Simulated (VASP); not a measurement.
# ZnS (P6_3mc) in VASP: single point with PBE

Aim: the single point of ZnS with PBE.

Program: VASP 6.6.1. These are calculated values, not measurements. Logs are shortened: lines on timing, memory, paths and dates and some standing lists are left out, and cuts for length are marked.

**The experiment to reproduce.**

From a printed reference work, monograph, for a bulk crystal of ZnS at 4 K: band gap 3.911 eV (direct).

How close the calculation comes is told below.

## Step 1: The cell of the first run

The structure is hexagonal, space group P6_3mc (No. 186). The conventional cell has a = 3.811 Å, b = 3.811 Å, c = 6.234 Å, α = 90.00°, β = 90.00°, γ = 120.00°. Zn (site symmetry 3m) has 4 S at 2.31 to 2.40 Å within 3.1 Å. S (site symmetry 3m) has 4 Zn at 2.31 to 2.40 Å within 3.1 Å.

## Step 2: Single point, PBE

INCAR reads:

```
PREC = Accurate
ENCUT = 520
EDIFF = 1E-6
ISMEAR = -1
SIGMA = 0.03
LREAL = False
LASPH = True
NELM = 80
ALGO = Normal
ISIF = 2
LWAVE = False
LCHARG = False
GGA = PE
NBANDS = 26
```

KPOINTS reads:

```
regular mesh
0
Gamma
  8 8 5
```

POSCAR reads:

```
ZnS
1.0
    3.8109987816      0.0000000000      0.0000000000
   -1.9054993908      3.3004217586      0.0000000000
    0.0000000000      0.0000000000      6.2340000000
Zn S
2 2
Direct
    0.3333333333      0.6666666667      0.0000000000
    0.6666666667      0.3333333333      0.5000000000
    0.3333333333      0.6666666667      0.3850000000
    0.6666666667      0.3333333333      0.8850000000
```

Potentials or basis: VASP PAW PBE potentials, release 64 (Zn, S).

Run with:

```bash
$ cat potpaw_PBE.64/Zn/POTCAR potpaw_PBE.64/S/POTCAR > POTCAR
$ mpirun -np 1 vasp_std > vasp.out
```

OUTCAR:

```text
PREC = Accurate
   ENCUT = 520
   EDIFF = 1E-6
   ISMEAR = -1
   LREAL = False
   LASPH = True
   NELM = 80
   ISIF = 2
   GGA = PE

 ion  position               nearest neighbor table
   1  0.333  0.667  0.000-   4 2.31   4 2.31   4 2.31   3 2.40
   2  0.667  0.333  0.500-   3 2.31   3 2.31   3 2.31   4 2.40
   3  0.333  0.667  0.385-   2 2.31   2 2.31   2 2.31   1 2.40
   4  0.667  0.333  0.885-   1 2.31   1 2.31   1 2.31   2 2.40

  LATTYP: Found a hexagonal cell.
 ALAT       =     3.8109987816
 C/A-ratio  =     1.6357916539

  Lattice vectors:

 A1 = (   3.8109987816,   0.0000000000,   0.0000000000)
 A2 = (  -1.9054993908,   3.3004217586,   0.0000000000)
 A3 = (   0.0000000000,   0.0000000000,   6.2340000000)

Analysis of symmetry for initial positions (statically):
=====================================================================
 Subroutine PRICEL returns:
 Original cell was already a primitive cell.

 Routine SETGRP: Setting up the symmetry group for a
 hexagonal supercell.

 Subroutine GETGRP returns: Found 12 space group operations
 (whereof  6 operations were pure point group operations)
 out of a pool of 24 trial point group operations.

The static configuration has the point symmetry C_3v.
 The point group associated with its full space group is C_6v.

Analysis of symmetry for dynamics (positions and initial velocities):
=====================================================================
 Subroutine PRICEL returns:
 Original cell was already a primitive cell.

 Routine SETGRP: Setting up the symmetry group for a
 hexagonal supercell.

 Subroutine GETGRP returns: Found 12 space group operations
 (whereof  6 operations were pure point group operations)
 out of a pool of 24 trial point group operations.

The dynamic configuration has the point symmetry C_3v.
 The point group associated with its full space group is C_6v.

 Subroutine INISYM returns: Found 12 space group operations
 (whereof  6 operations are pure point group operations),
 and found     1 'primitive' translations

----------------------------------------------------------------------------------------

                                     Primitive cell

  volume of cell :      78.4106
[... 82 lines left out ...]
   NGXF,Y,Z  is equivalent  to a cutoff of  24.43, 24.43, 25.60 a.u.
 SYSTEM =  unknown system
   PREC   = accura    normal or accurate (medium, high low for compatibility)
   ISTART =      0    job   : 0-new  1-cont  2-samecut
   ICHARG =      2    charge: 1-file 2-atom 10-const
   ISPIN  =      1    spin polarized calculation?
   LNONCOLLINEAR =      F non collinear calculations
   LSORBIT =      F    spin-orbit coupling
   LASPH  =      T    aspherical Exc in radial PAW
   ENCUT  =  520.0 eV  38.22 Ry    6.18 a.u.   7.09  7.09 11.59*2*pi/ulx,y,z
   NELM   =     80;   NELMIN=  2; NELMDL= -5     # of ELM steps
   EDIFF  = 0.1E-05   stopping-criterion for ELM
   LREAL  =      F    real-space projection
   EDIFFG = 0.1E-04   stopping-criterion for IOM
   NSW    =      0    number of steps for IOM
   IBRION =     -1    ionic relax: 0-MD 1-quasi-New 2-CG
   NFREE  =      0    steps in history (QN), initial steepest desc. (CG)
   ISIF   =      2    stress and relaxation
   ISYM   =      2    0-nonsym 1-usesym 2-fastsym
   POTIM  = 0.5000    time-step for ionic-motion
   TEBEG  =    0.0;   TEEND  =   0.0 temperature during run
   PSTRESS=    0.0 pullay stress
   NELECT =      36.0000    total number of electrons
   NUPDOWN=      -1.0000    fix difference up-down
   EMIN   =  10.00;   EMAX   =-10.00  energy-range for DOS
   EFERMI =   0.00;   METHOD = LEGACY
   ISMEAR =    -1;   SIGMA  =   0.03  broadening in eV -4-tet -1-fermi 0-gaus
   EFERMI_NEDOS =   21; number of points for ismear=-14 and -15
   IALGO  =     38    algorithm
   IMIX   =      4    mixing-type and parameters
     AMIX     =   0.40;   BMIX     =  1.00
     AMIX_MAG =   1.60;   BMIX_MAG =  1.00
  volume/ion in A,a.u.               =      19.60       132.29
  Fermi-wavevector in a.u.,A,eV,Ry     =   1.262944  2.386617 21.701656  1.595027
  Thomas-Fermi vector in A             =   2.396326
   LORBIT       =      0    0 simple, 1 ext, 2 COOP (PROOUT), +10 PAW based schemes
   GGA     = PE    functional components
   LHFCALC =     F    Hartree Fock is set to
   AEXX    =    0.0000 exact exchange contribution
   IVDW    =     0    specifies the selected vdW correction
   LEPSILON=     F    determine dielectric tensor
   LRPA    =     F    only Hartree local field effects (RPA)
 non-spin polarized calculation
  energy-cutoff  :      520.00
  volume of cell :       78.41
 maximum number of plane-waves:      2128
   NGX = 15   NGY = 15   NGZ = 23

 number of electron      35.9999977 magnetization

 Free energy of the ion-electron system (eV)
  ---------------------------------------------------
  ext. energy  EPLUGINS =         0.00000000
  ---------------------------------------------------
  free energy    TOTEN  =       -13.65381107 eV

  energy without entropy =      -13.65381107  energy(sigma->0) =      -13.65381107

 E-fermi :   2.7811     XC(G=0):  -9.6512

 val. band max:        2.1625484276   @ k =   0.0000   0.0000   0.0000
 cond. band min:       4.4157400005   @ k =   0.0000   0.0000   0.0000
 fundamental gap:      2.2531915729
 Fermi energy:         2.7811160715

 k-point     1 :       0.0000    0.0000    0.0000
  band No.  band energies     occupation
      1     -11.0311      2.00000
      2     -10.1080      2.00000
      3      -4.2064      2.00000
      4      -4.2064      2.00000
      5      -4.1421      2.00000
      6      -4.1421      2.00000
[... 685 lines left out ...]
     25      11.2379      0.00000
     26      11.5780      0.00000

 [... further k-points ...]
[... 5 lines left out ...]
  --------------------------------------------------------------------------------------
  -------------------------------------------------------------------------------------
  Total        1.5571422      1.5571422      0.5490061      0.0000000      0.0000000      0.0000000
  in kB       31.8173355     31.8173355     11.2179288      0.0000000      0.0000000      0.0000000
  external PRESSURE =      24.9508666 kB  Pullay stress =       0.0000000 kB

 VOLUME and BASIS-vectors are now :
 -----------------------------------------------------------------------------
  energy-cutoff  :      520.00
  volume of cell :       78.41
      direct lattice vectors                 reciprocal lattice vectors
     3.810998782  0.000000000  0.000000000     0.262398405  0.151495789  0.000000000
    -1.905499391  3.300421759  0.000000000     0.000000000  0.302991579  0.000000000
     0.000000000  0.000000000  6.234000000     0.000000000  0.000000000  0.160410651

 POSITION                                       TOTAL-FORCE (eV/Angst)
 -----------------------------------------------------------------------------------
     -0.00000      2.20028      0.00000        -0.000000      0.000000      0.322739
      1.90550      1.10014      3.11700         0.000000     -0.000000      0.322739
     -0.00000      2.20028      2.40009         0.000000      0.000000     -0.322739
      1.90550      1.10014      5.51709         0.000000      0.000000     -0.322739
 -----------------------------------------------------------------------------------
    total drift:                               -0.000000     -0.000000      0.000471

  FREE ENERGIE OF THE ION-ELECTRON SYSTEM (eV)
  ---------------------------------------------------
  free  energy   TOTEN  =       -13.6538110727 eV

  energy  without entropy=      -13.6538110727  energy(sigma->0) =      -13.65381107
```

Run time: 34 s. Hardware: 1 thread of Intel Xeon Platinum 8488C (Sapphire Rapids), shared host; peak memory 0.2 GiB.

Results:

```
Free energy            : -13.6538 eV
Pressure               : 2.5 GPa
Largest force          : 0.323 eV/Å
Band gap on the k mesh : 2.25 eV, direct
```

Forces on the atoms (eV/Å):
```
Zn   0.000  0.000  0.323
Zn   0.000  0.000  0.323
S    0.000  0.000 -0.323
S    0.000  0.000 -0.323
```

Levels at points of the mesh, in eV from the valence-band top:
| k point | band 14 | band 15 | band 16 | band 17 | band 18 | band 19 | band 20 | band 21 | band 22 | band 23 |
| --- | --- | --- | --- | --- | --- | --- | --- | --- | --- | --- |
| (0.00, 0.00, 0.00) | -0.86 | -0.86 | -0.01 | -0.01 | 0.00 | 2.25 | 3.00 | 6.30 | 6.30 | 6.61 |
| (0.50, 0.00, 0.00) | -4.21 | -3.16 | -2.25 | -1.56 | -0.98 | 3.62 | 4.27 | 5.18 | 7.14 | 7.42 |

## Step 3: How close it comes

Step 2. A measured gap of ZnS is 3.911 eV (direct; 4 K; a printed reference work, monograph); the calculated 2.25 eV misses it by -1.66 eV. The value is that of PBE, without temperature or zero-point motion. Semilocal functionals fall short of measured gaps as a rule.
